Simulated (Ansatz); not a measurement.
Hf:

```xyz
1
Lattice="-1.8050 1.8050 1.8050 1.8050 -1.8050 1.8050 1.8050 1.8050 -1.8050" Properties=species:S:1:pos:R:3 pbc="T T T"
Hf    0.0000    0.0000    0.0000
```

This isn't the form of Hf at room conditions, which is hcp.

Base run:

```yaml
Program: Ansatz 0.2.0
Functional: LDA
Potentials_or_basis: Ansatz PAW
Cutoff: "420 eV (not typed: the program's choice for these potentials)"
k_mesh: 10 × 10 × 10
Occupations: fermi-dirac, width 0.05 eV
Spin: no spin polarisation
```

Its results: band gap on the k mesh none (metal or under the smearing width); pressure -12.6 GPa.

**Question.** The run is repeated on the same cell with these changes: functional from LDA to PBEsol. What comes out?

**Answer.** Band gap on the k mesh none (metal or under the smearing width); pressure -9.0 GPa.

PBEsol binds less tightly than LDA, so the same cell stands under more pressure.

Caveats: spin-orbit coupling is left out, which moves the levels of the heavy elements; the PAW data sets come from PBE, with cores solved anew for the run's functional, which leaves a small shift of forces and pressure.
